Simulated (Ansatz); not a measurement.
The system is SiC (Moissanite 3C).

```
Si C
1.0
     0.00000    2.17900    2.17900
     2.17900    0.00000    2.17900
     2.17900    2.17900    0.00000
Si C
1 1
Direct
  0.00000 0.00000 0.00000
  0.75000 0.75000 0.75000
```

Base run:

- Program: Ansatz 0.2.0
- Functional: PBE
- Potentials or basis: all-electron LAPW, scalar-relativistic
- Cutoff: 349 eV (chosen from the basis error)
- Basis error allowed: 0.001 eV/atom
- k mesh: 10 × 10 × 10
- Occupations: gaussian, width 0.014 eV
- Spin: no spin polarisation

Its results: band gap on the k mesh 1.36 eV, indirect (least direct gap 4.55 eV); pressure 3.3 GPa.

Problem. The run is repeated on the same cell with these changes: functional from PBE to BLYP; occupations from gaussian, width 0.014 eV to fermi-dirac, width 0.05 eV. What comes out?

Solution. Band gap on the k mesh 1.70 eV, indirect (least direct gap 4.82 eV); pressure 7.9 GPa.
